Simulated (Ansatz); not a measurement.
How much do the gradients of CdSe depend on the method?

Cell: a structure deposited in the COD, ions relaxed with PBE at fixed cell.

```cif
data_structure
_symmetry_space_group_name_H-M 'P 1'
_symmetry_Int_Tables_number 1
_cell_length_a 4.2990
_cell_length_b 4.2990
_cell_length_c 7.0100
_cell_angle_alpha 90.000
_cell_angle_beta 90.000
_cell_angle_gamma 120.000
_cell_volume 112.20
loop_
_atom_site_label
_atom_site_type_symbol
_atom_site_fract_x
_atom_site_fract_y
_atom_site_fract_z
_atom_site_occupancy
Cd1 Cd 0.33333 0.66667 0.00048 1
Cd2 Cd 0.66667 0.33333 0.50048 1
Se3 Se 0.33333 0.66667 0.37631 1
Se4 Se 0.66667 0.33333 0.87631 1
```

Sites (sets of like atoms) are named by element and the number of their first atom in this list.

First run. Level of theory: DFT, PBE, plane waves and PAW, scalar-relativistic, 420 eV cutoff, Γ-centred 12×12×6 k-points, Fermi–Dirac smearing 0.02 eV (Ansatz 0.2.0).

```tsv
site	atom	V_zz (10²¹ V/m²)	η
Cd	1	0.17	0.00
Se	3	0.15	0.00
```

Second run. The same atoms and settings, except that the functional is r2SCAN and the cutoff is 500 eV.

(1) Given the first result, estimate the second.

Results:

(1) 

| site | atom | V_zz | η | change of V_zz |
| --- | --- | --- | --- | --- |
| Cd | 1 | 0.21 | 0.00 | +0.04 |
| Se | 3 | 0.17 | 0.00 | +0.02 |

The largest change of V_zz is on Cd, from 0.17 to 0.21.

Without spin–orbit coupling (the program notes it for Cd) the gradients can shift somewhat, as the gap is small.
